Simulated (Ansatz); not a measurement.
**NMR crystallography of TiO2: given against relaxed positions**

Start: a COD entry, atoms as given.

Space group Pbcn (No. 60); a = 4.5150, b = 5.4970, c = 4.9390 Å.

```
site  Wyckoff  site symmetry       x       y       z
  Ti       4c            .2.  0.0000  0.1710  0.2500
   O       8d              1  0.2860  0.3760  0.4120
```

One atom of each set is listed.

Method: Kohn–Sham DFT in Ansatz, PBE, plane waves and PAW (field gradients read without the response of the frozen cores, which leaves them typically 4 to 6 % off), scalar-relativistic, 420 eV cutoff, Γ-centred 5×5×5 k-points, Fermi–Dirac smearing 0.02 eV.

The largest force at the start is 0.70 eV/Å. Relaxing the ions at fixed cell moves them by 0.086 Å at most (atom 11, O) and 0.071 Å rms. End positions:

Ti (0.0000, 0.1745, 0.2500)
O (0.2704, 0.3819, 0.4197)

```json
{"site": "Ti", "moved (Å)": "0.019", "first shell before": "6 O at 1.89–2.05 Å", "first shell after": "6 O at 1.87–2.09 Å", "V_zz before (10²¹ V/m²)": "2.93", "η before": "0.39"}
{"site": "O", "moved (Å)": "0.086", "first shell before": "3 Ti at 1.89–2.05 Å", "first shell after": "3 Ti at 1.87–2.09 Å", "V_zz before (10²¹ V/m²)": "-2.84", "η before": "0.57"}
```

Question: What are V_zz and η after the relaxation?

Answer: 

```tsv
site	V_zz after	η after	change of V_zz
Ti	2.73	0.69	-0.20
O	-2.82	0.50	+0.02
```

The largest change of V_zz is on Ti, from 2.93 to 2.73. In per cent, |V_zz| changes by -7 on Ti, -1 on O (all sites that start above 0.5). Where |V_zz| stays above 0.1, η moves most on Ti, from 0.39 to 0.69.

Before: At this cell the PBE pressure is 7 GPa, so with PBE the cell would grow if it were relaxed.
After: At this cell the PBE pressure is 5 GPa, so with PBE the cell would grow if it were relaxed.
